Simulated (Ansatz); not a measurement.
# Dielectric response of NaCl (001) films, part 5 of 5

How well do thin rocksalt NaCl (001) films screen a perpendicular field?

Ansatz 0.2.0; plane-wave DFT, PBE, Ansatz PAW (set soft_1); PAW set soft_1 (the session's first sound run).

So far. Step 26 (Response with the atoms relaxed, 16 atoms, units 8): The induced dipole is that of a conductor 20.42 Å thick. Step 29 (The bulk crystal): The gap is 5.11 eV.

### Step 30. Band edges against the vacuum, levels PBE

This step: plane-wave DFT, PBE, Ansatz PAW (set soft_1); band edges against the vacuum, bulk levels by PBE; PAW set soft_1 (Ansatz 0.2.0).

System of this step: NaCl (001), 8 units. The cell holds 16 atoms: 8 Na and 8 Cl. Its edges and angles: a = 3.988 Å, b = 3.988 Å, c = 37.740 Å, α = 90.0°, β = 90.0°, γ = 90.0°. It derives from NaCl (rocksalt NaCl). Vacuum lies along c.

The averaged potential in the middle of the thickest slab ties the bulk's levels to the vacuum level.

Contents of align.yaml:

```yaml
surface:
  bulk: { run: bulk.run }
  slab: { run: end8.run, axis: 3 }
  face: plus
  period: 2.82
```

The run is started by

```sh
> ansatz align-bands align.yaml -- --threads 4 --pin off
```

Numbers of over 12 decimals in the logs are rounded to 6 here.

Output:

```text
plus face
ionisation energy 6.652 eV
electron affinity 1.544 eV
  bulk: levels by pbe on the potential of pbe; from 17.46 to 20.28 Å its average varies by 0.2070 eV and climbs by +0.0000; the bulk's density to 1.55 % (its layers are strained against the bulk's: take a thicker slab or side, or run the bulk at their strain)
  vacuum: slopes by 0.0000 eV/Å; line-up 5.8377 eV
  the slab's own level stands -0.097 eV from the bulk's
  of the slab's run: its band edges are its mesh's, and a band can turn off it. A run with kpoints.band_path: { path: [VBM, CBM], npoints: 1 } finds the zone's; the potential's macroscopic average varies by 0.2070 eV from 17.460 to 20.280 Å, more than 0.03 eV: the crystal is too thin there to have an interior, or the window reaches out of it, or the period is not the layers'
```

Wall time 0.06 s (4 threads of Arm Neoverse V1, shared host).

This step gave:

- ionisation energy: 6.652 eV
- electron affinity: 1.544 eV
- slab level shift: -0.09735 eV

Check by hand: ionisation energy less affinity, 6.65 − (1.54) = 5.11 eV, is the bulk gap at this level.

The program warns that the averaged potential varies by 0.21 eV in the slab's middle, which these edges carry as an error.

### Step 31. The bulk with HSE06, k-mesh 6×6×6

This step: plane-wave DFT, HSE06, Ansatz PAW (set soft_1); PAW set soft_1 (Ansatz 0.2.0).

System of this step: rocksalt NaCl. The structure is cubic, space group Fm-3m (No. 225). Conventional cell: a = 5.640 Å, b = 5.640 Å, c = 5.640 Å, α = 90.00°, β = 90.00°, γ = 90.00°. Nearest to Na lie 6 Cl at 2.82 Å. Nearest to Cl lie 6 Na at 2.82 Å. Farther neighbours and most contacts between anions are not listed.

A hybrid functional removes part of the gap error, and is affordable in the small bulk cell.

Contents of input.yaml:

```yaml
crystal:
  lattice:
    - [0.0, 2.82, 2.82]
    - [2.82, 0.0, 2.82]
    - [2.82, 2.82, 0.0]
  atoms:
    - { symbol: Na, position: [0.0, 0.0, 0.0] }
    - { symbol: Cl, position: [0.5, 0.5, 0.5] }
kpoints:
  mp_grid: { grid: [6, 6, 6] }
hamiltonian:
  xc: hse06
  pseudopotentials: { kind: paw, azcp: { folder: soft_1 } }
scf:
  occupations: { method: fixed }
  convergence: { dr2_threshold: 1.0e-08 }
output:
  eigenvalues: true
checkpoint:
  write: bulk-hse.run
  compress: false
  write_wavefunctions: false
```

The run is started by

```sh
> ansatz run input.yaml --threads 4 --pin off --max-ram 8192MiB --backend cpu --events-out ev --progress --plain --runs-dir out
```

Output:

```text
[...]
davidson cushion auto → on  (no smearing: the cushion is to keep the highest requested band from converging to the state above it; pin scf.eigensolver.cushion to override)
Crystal: 2 atoms, lattice volume = 44.852 Å³
Basis set: ecut = 420 eV, 893 PW (Γ)
Bands: 12, of which v1, the nominal top of the filled ones, is band 8 counted from 1 (7 counted from 0)
Symmetry: 48 space group operations
[...]
k-points: 16 of 216
[...]
SCF iter   1: F=—  HF=-2570.497638 eV  |F-HF|=—  |Δ(HF+E_count)|=         —  Δρ=7.44e-2  dr2=1.96e0  ethr=1.00e-1  ⟨swp⟩=6.1  Hψ=686  notcnv=0
[...]
SCF iter   4: F=-2569.551364 eV  HF=-2569.551457 eV  |F-HF|=9.29e-5  |Δ(HF+E_count)|=   8.80e-4  Δρ=1.23e-3  dr2=1.03e-3  ethr=8.22e-5  ⟨swp⟩=4.0  Hψ=562  notcnv=0  defer=3
SCF 1 stopped early in 4 iterations: F = -2569.551364 eV  dr2 = 1.03e-3
[...]
Exchange kernel: α = 0.2500, screened, ω = 0.2079 Å⁻¹, Wigner–Seitz truncation, v(0) = 1046.6206 eV·Å³, q-mesh 6×6×6, nearest image of the exchange supercell L = 23.93 Å, pair-density grid 15×15×15, without the augmentation charges, whose exchange is taken in its separable form by FFT convolution over the k-point mesh (sized by the pseudopotential files, 24×24×24 at the most), smooth part of the exact exchange by density-matrix convolution
Frozen-core exchange: fock
SCF iter   1: F=—  HF=-2570.501940 eV  |F-HF|=—  |Δ(HF+E_count)|=         —  Δρ=5.59e-3  dr2=9.67e-3  ethr=6.41e-5  ⟨swp⟩=4.9  Hψ=768  notcnv=0
[...]
SCF iter   5: F=-2570.500470 eV  HF=-2570.500470 eV  |F-HF|=4.90e-9  |Δ(HF+E_count)|=   5.12e-7  Δρ=6.89e-6  dr2=7.77e-7  ethr=1.23e-8  ⟨swp⟩=3.3  Hψ=605  notcnv=0  defer=1
SCF 2 stopped early in 5 iterations: F = -2570.500470 eV  dr2 = 7.77e-7
hybrid outer 1: dexx = +1.822e-3 eV, tail = 1.38e-5 eV
[...]
Frozen-core exchange: fock
SCF iter   1: F=—  HF=-2570.500420 eV  |F-HF|=—  |Δ(HF+E_count)|=         —  Δρ=5.36e-5  dr2=6.54e-7  ethr=4.31e-7  ⟨swp⟩=2.1  Hψ=450  notcnv=0
[...]
SCF iter   3: F=-2570.500420 eV  HF=-2570.500420 eV  |F-HF|=2.73e-9  |Δ(HF+E_count)|=   8.03e-8  Δρ=4.35e-6  dr2=5.15e-9  ethr=2.08e-11  ⟨swp⟩=4.4  Hψ=738  notcnv=0  defer=1
SCF 3 converged in 3 iterations: F = -2570.500420 eV  dr2 = 5.15e-9
hybrid outer 2: dexx = +8.427e-8 eV, tail = 1.44e-8 eV, Δε = 2.56e-3 eV (about 1.60e-4 eV left of the loop's levels)
[...]
hybrid SCF converged: 2 outer / 8 inner (+4 warm-up), last move |dexx| = 8.43e-8 eV, tail = 1.44e-8 eV
[...]
Free energy (F): -2570.500420 eV
Frozen-core exchange: fock
[...]
Internal energy: -2570.500420 eV  (E = F + TS)
E sigma→0 (E₀):  -2570.500420 eV
Fermi energy:    0.054214 eV
[...]
--- Band table (eV; the first three rows and the last of 16) ---
  k-point 0: bands = [... 4 lower, -13.7922, 0.0542, 0.0542, 0.0542, 6.5334, 12.6048, 12.6048, 12.6048]
  k-point 1: bands = [... 4 lower, -13.7059, -0.5633, -0.0200, -0.0200, 7.3601, 11.7918, 12.9027, 12.9027]
  k-point 2: bands = [... 4 lower, -13.5257, -1.5568, -0.1621, -0.1621, 8.4826, 11.6367, 12.7322, 12.7322]
  k-point 15: bands = [... 4 lower, -13.3628, -1.4805, -0.9198, -0.7037, 9.9278, 10.3066, 12.0456, 13.6929]
```

Run time: 3.8 s. Hardware: 4 threads; peak memory 0.95 GiB.

This step gave:

```yaml
gap_on_the_k_mesh: 6.479 eV
```

The gap is 6.48 eV.

### Step 32. Band edges against the vacuum, levels HSE06

This step: plane-wave DFT, PBE, Ansatz PAW (set soft_1); band edges against the vacuum, bulk levels by HSE06; PAW set soft_1 (Ansatz 0.2.0).

System of this step: NaCl (001), 8 units. The cell holds 16 atoms: 8 Na and 8 Cl. Cell: a = 3.988 Å, b = 3.988 Å, c = 37.740 Å, α = 90.0°, β = 90.0°, γ = 90.0°. It derives from NaCl (rocksalt NaCl). Vacuum lies along c.

The same line-up with the hybrid's levels.

Contents of align.yaml:

```yaml
surface:
  bulk: { run: bulk.run, levels_from: { run: bulk-hse.run } }
  slab: { run: end8.run, axis: 3 }
  face: plus
  period: 2.82
```

The run is started by

```sh
> ansatz align-bands align.yaml -- --threads 4 --pin off
```

Output:

```text
plus face
ionisation energy 7.644 eV
electron affinity 1.165 eV
  bulk: levels by hse06 on the potential of pbe; from 17.46 to 20.28 Å its average varies by 0.2070 eV and climbs by +0.0000; the bulk's density to 1.55 % (its layers are strained against the bulk's: take a thicker slab or side, or run the bulk at their strain)
  vacuum: slopes by 0.0000 eV/Å; line-up 5.8377 eV
  of the bulk's run: of the levels' run: its band edges are its mesh's, and a band can turn off it. A run with kpoints.band_path: { path: [VBM, CBM], npoints: 1 } finds the zone's; its band edges are of a coarser mesh than the slab's or the interface's, whose density can shift them: a run under levels_from is taken as it is
[...]
```

Wall time 0.08 s (4 threads).

Numbers from this step:

```
ionisation energy : 7.644 eV
electron affinity : 1.165 eV
```

Check by hand: ionisation energy less affinity, 7.64 − (1.16) = 6.48 eV, is the bulk gap at this level.

The program warns that the averaged potential varies by 0.21 eV in the slab's middle, which these edges carry as an error.

### Step 33. A changed input: basis.xc_grid = 3

This step: plane-wave DFT, PBE, Ansatz PAW (set soft_1) (Ansatz 0.2.0).

System of this step: NaCl (001), 3 units. The cell holds 6 atoms: 3 Na and 3 Cl. Cell: a = 3.988 Å, b = 3.988 Å, c = 23.640 Å, α = 90.0°, β = 90.0°, γ = 90.0°. It derives from NaCl (rocksalt NaCl). Vacuum lies along c.

A run with a changed input: it repeats the earlier run at 0.1 V/Å, 3 units with basis.xc_grid to 3.

Contents of input.yaml:

```yaml
crystal:
  lattice:
    - [3.98808225, 0.0, 0.0]
    - [0.0, 3.98808225, 0.0]
    - [0.0, 0.0, 23.64]
  atoms:
    - { symbol: Na, position: [0.5, 0.5, 0.38176305] }
    - { symbol: Cl, position: [0.0, 0.0, 0.377498471] }
    - { symbol: Na, position: [0.0, 0.0, 0.500000003] }
    - { symbol: Cl, position: [0.5, 0.5, 0.4999999959] }
    - { symbol: Na, position: [0.5, 0.5, 0.6182369519] }
    - { symbol: Cl, position: [0.0, 0.0, 0.6225015281] }
kpoints:
  mp_grid: { grid: [8, 8, 1] }
hamiltonian:
  xc: pbe
  pseudopotentials: { kind: paw, azcp: { folder: soft_1 } }
scf:
  occupations: { method: fixed }
  convergence: { dr2_threshold: 1.0e-10 }
efield:
  axis: 3
  dipole_correction: true
  ramp_position: 0.97
  ramp_width: 0.06
  amplitude: 0.1
output:
  write_potential: true
  write_density: true
  volumetric_format: npy
basis:
  xc_grid: 3
```

The run is started by

```sh
> ansatz run input.yaml --threads 4 --pin off --max-ram 8192MiB --backend cpu --events-out ev --progress --plain --runs-dir out
```

Output:

```text
[...]
Crystal: 6 atoms, lattice volume = 375.989 Å³
Basis set: ecut = 420 eV, 7399 PW (Γ), exchange–correlation on 81×81×480 points (27 copies of the dense FFT grid, shifted against one another)
Bands: 30, of which v1, the nominal top of the filled ones, is band 24 counted from 1 (23 counted from 0)
Symmetry: 8 space group operations
k-points: 15 of 64
[...]
SCF iter   1: F=—  HF=-7709.326641 eV  |F-HF|=—  |Δ(HF+E_count)|=         —  Δρ=1.76e-2  dr2=2.84e0  ethr=3.10e-3  p=0.075 e·Å  D=3.60e-2 V/Å  ΔV_dip=-0.85 eV  dr2_dipole=1.02e-3  V_vac-E_F(+/−)=10.36/9.05 eV  ⟨swp⟩=5.8  Hψ=1721  notcnv=0  defer=56
[...]
SCF iter  11: F=-7708.388620 eV  HF=-7708.388620 eV  |F-HF|=1.73e-11  |Δ(HF+E_count)|=  2.85e-10  Δρ=5.45e-8  dr2=8.50e-12  ethr=1.00e-12  p=0.048 e·Å  D=2.29e-2 V/Å  ΔV_dip=-0.54 eV  dr2_dipole=6.81e-13  V_vac-E_F(+/−)=7.45/5.83 eV  ⟨swp⟩=15.0  Hψ=2145  notcnv=0
SCF 1 converged in 11 iterations: F = -7708.388620 eV  dr2 = 8.50e-12
[...]
SCF converged after 11 iterations
[...]
Free energy (F): -7708.388620 eV
[...]
Internal energy: -7708.388620 eV  (E = F + TS)
E sigma→0 (E₀):  -7708.388620 eV
Fermi energy:    -3.883210 eV
Dipole field:    D = 0.022904 V/Å  (p = 0.047592 e·Å, saw-weighted, corrected)
Work function:   not extracted (applied field tilts the vacuum); planar V_es + V_field profile in the machine report
[...]
--- Band table (eV; the first three rows and the last of 15) ---
  k-point 0: bands = [... 20 lower, -4.1082, -4.0791, -3.8832, -3.8832, 1.0183, 1.6159, 2.4144, 2.9374, ... 2 higher]
  k-point 1: bands = [... 20 lower, -4.1052, -4.0988, -3.9896, -3.8834, 1.2890, 1.8141, 2.5751, 3.0806, ... 2 higher]
  k-point 2: bands = [... 20 lower, -4.2260, -4.1015, -4.0326, -3.8839, 1.9127, 2.3321, 2.9963, 3.3864, ... 2 higher]
  k-point 14: bands = [... 20 lower, -4.6365, -4.6365, -4.2908, -4.0489, 3.3765, 3.8556, 3.9914, 4.4488, ... 2 higher]
```

The job ended after 5.5 s (4 threads; peak memory 0.69 GiB).

This step gave:

* gap on the k-mesh: 4.901 eV
* dipole along the normal: 0.04759 e·Å

```tsv
quantity	this run	earlier run	difference
dipole along the normal (e·Å)	0.04759	0.04760	-5.3e-6
gap on the k-mesh (eV)	4.901	4.902	-2.1e-4
```

Nothing in the table moves by 0.01 in its unit (for the dipole 0.5 % and 5e-5 e·Å).

### Step 34. A changed input

Another changed input: it repeats the earlier run at 0.1 V/Å, 3 units with scf.occupations.method from fixed to methfessel_paxton, scf.occupations.width to 0.2 and scf.mixing.preconditioner to local_kerker.

Changes to input.yaml since step 33:

```diff
@@ -18,4 +18,5 @@
 scf:
-  occupations: { method: fixed }
+  occupations: { method: methfessel_paxton, width: 0.2 }
   convergence: { dr2_threshold: 1.0e-10 }
+  mixing: { preconditioner: local_kerker }
 efield:
@@ -30,3 +31 @@
   volumetric_format: npy
-basis:
-  xc_grid: 3
```

Output:

```text
[...]
Crystal: 6 atoms, lattice volume = 375.989 Å³
Basis set: ecut = 420 eV, 7399 PW (Γ)
Bands: 30, of which v1, the nominal top of the filled ones, is band 24 counted from 1 (23 counted from 0)
Symmetry: 8 space group operations
k-points: 15 of 64
[...]
SCF iter   1: F=—  HF=-7709.327500 eV  |F-HF|=—  |Δ(HF+E_count)|=         —  Δρ=1.76e-2  dr2=2.84e0  ethr=3.10e-3  p=0.075 e·Å  D=3.60e-2 V/Å  ΔV_dip=-0.85 eV  dr2_dipole=1.01e-3  V_vac-E_F(+/−)=7.39/6.08 eV  ⟨swp⟩=10.7  Hψ=2464  notcnv=0
[...]
SCF iter  15: F=-7708.388363 eV  HF=-7708.388363 eV  |F-HF|=1.63e-10  |Δ(HF+E_count)|=  1.80e-10  S|Δr|=    0.00e0  Δρ=5.71e-8  dr2=1.60e-11  ethr=1.00e-12  p=0.048 e·Å  D=2.29e-2 V/Å  ΔV_dip=-0.54 eV  dr2_dipole=4.69e-15  V_vac-E_F(+/−)=4.99/3.37 eV  ⟨swp⟩=13.6  Hψ=1880  notcnv=0
SCF 1 converged in 15 iterations: F = -7708.388363 eV  dr2 = 1.60e-11
[...]
SCF converged after 15 iterations
[...]
Free energy (F): -7708.388363 eV
[...]
Internal energy: -7708.388363 eV  (E = F + TS)
E sigma→0 (E₀):  -7708.388363 eV
Fermi energy:    -1.421175 eV
Step filling:    the computed levels leave a gap of 4.9017 eV = 24.5 smearing widths at the electron count; against every level under it full and every level over it empty, smearing changes F+E_penalty+E_count by +4.12e-65 meV and its σ→0 estimate by -3.06e-63 meV
Dipole field:    D = 0.022908 V/Å  (p = 0.047599 e·Å, saw-weighted, corrected)
Work function:   not extracted (applied field tilts the vacuum); planar V_es + V_field profile in the machine report
[...]
--- Band table (eV; the first three rows and the last of 15) ---
  k-point 0: bands = [... 20 lower, -4.1081, -4.0789, -3.8831, -3.8831, 1.0186, 1.6164, 2.4025, 2.9267, ... 2 higher]
  k-point 1: bands = [... 20 lower, -4.1051, -4.0987, -3.9894, -3.8833, 1.2893, 1.8146, 2.5631, 3.0690, ... 2 higher]
  k-point 2: bands = [... 20 lower, -4.2258, -4.1013, -4.0324, -3.8838, 1.9132, 2.3326, 2.9878, 3.3715, ... 2 higher]
  k-point 14: bands = [... 20 lower, -4.6364, -4.6364, -4.2906, -4.0487, 3.3766, 3.8558, 3.9915, 4.4486, ... 2 higher]
```

It took 6.3 s on 4 threads; peak memory 0.59 GiB.

```tsv
quantity	this run	earlier run	difference
dipole along the normal (e·Å)	0.04760	0.04760	1.2e-6
gap on the k-mesh (eV)	4.902	4.902	-1.4e-5
```

Nothing in the table moves by 0.01 in its unit (for the dipole 0.5 % and 5e-5 e·Å). The run took 15 SCF cycles against 11.

The change did no harm here.

### Step 35. Summary of results

```json
{"electronic ε from the thickness series": "2.49", "static ε from the thickness series": "6.88", "local electronic ε, middle of 8 units": "2.49", "ionisation energy, levels by PBE": "6.65 eV", "electron affinity, levels by PBE": "1.54 eV", "ionisation energy, levels by HSE06": "7.64 eV", "electron affinity, levels by HSE06": "1.16 eV"}
```

**Reading.** The films give an electronic ε of 2.49 and a static ε of 6.88. The slope of the series and the field inside the thickest film give 2.49 and 2.49, in agreement. Ions raise ε from 2.49 to 6.88. HSE06 levels deepen the valence edge by 0.99 eV on the same PBE surface dipole. The alignment warns that the averaged potential still varies by 0.21 eV in the slab's middle, which the band edges carry as an error. The in-plane lattice constants are held at typed bulk values. Semilocal functionals tend to overestimate the electronic ε a little.

[Logs are printed without paths, hosts, clocks, repeated set-up lines and the standing remarks that a program may print on its own settings, such as how far it seeks lower states.]

[Hosts, paths, dates, database ids (printed as entryN), source tags and the programs' standing remarks are cut or masked in the printed files.]

[Maps of the electrostatic potential energy from Ansatz leave out the sawtooth potential of an applied field or a dipole correction, so their vacuum need not be flat; planar profiles and work functions include it.]
